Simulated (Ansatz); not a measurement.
The calculation used DFT PBE, scalar-relativistic, plane waves, PAW (Ansatz). All cells share a 420 eV cutoff and Γ-centred k meshes spaced at most about 0.3 Å⁻¹ (about 0.25 or finer for metals, 2π included). No spin polarisation in the final relaxations.

These are static total energies at zero pressure.

Compare these two cells of Li, each relaxed at this level.

A.

```cif
data_structure
_symmetry_space_group_name_H-M 'Pm-3m'
_symmetry_Int_Tables_number 221
_cell_length_a 4.1180
_cell_length_b 4.1180
_cell_length_c 4.1180
_cell_angle_alpha 90.000
_cell_angle_beta 90.000
_cell_angle_gamma 90.000
_cell_volume 69.83
loop_
_atom_site_label
_atom_site_type_symbol
_atom_site_symmetry_multiplicity
_atom_site_Wyckoff_symbol
_atom_site_fract_x
_atom_site_fract_y
_atom_site_fract_z
_atom_site_occupancy
Li1 Li 3 c 0.00000 0.50000 0.50000 1
```

B.

```cif
data_structure
_symmetry_space_group_name_H-M 'Pm-3m'
_symmetry_Int_Tables_number 221
_cell_length_a 2.7309
_cell_length_b 2.7309
_cell_length_c 2.7309
_cell_angle_alpha 90.000
_cell_angle_beta 90.000
_cell_angle_gamma 90.000
_cell_volume 20.37
loop_
_atom_site_label
_atom_site_type_symbol
_atom_site_symmetry_multiplicity
_atom_site_Wyckoff_symbol
_atom_site_fract_x
_atom_site_fract_y
_atom_site_fract_z
_atom_site_occupancy
Li1 Li 1 b 0.50000 0.50000 0.50000 1
```

Question: Which is lower in energy, and by how much?

Answer: B is lower, by 44 meV/atom. A has space group Pm-3m (No. 221), 23.3 Å³/atom and no gap on its mesh; B has the simple cubic type, space group Pm-3m (No. 221), 20.4 Å³/atom and no gap. Counting all near atoms (those within 1.25 times the shortest distance at each site), A has Li 8 and B has Li 6. The denser one is the lower, and pressure would at first widen the difference. In A, Li has 8 Li at 2.91 Å. In B, Li is surrounded by 6 Li at 2.73 Å. Both come from invented guesses. The part of the Crystallography Open Database at hand lists Li in space groups No. 166, 191, 194, 225, 229; no cell shown has one of them.

Cells relaxed within their symmetry can be saddle points.
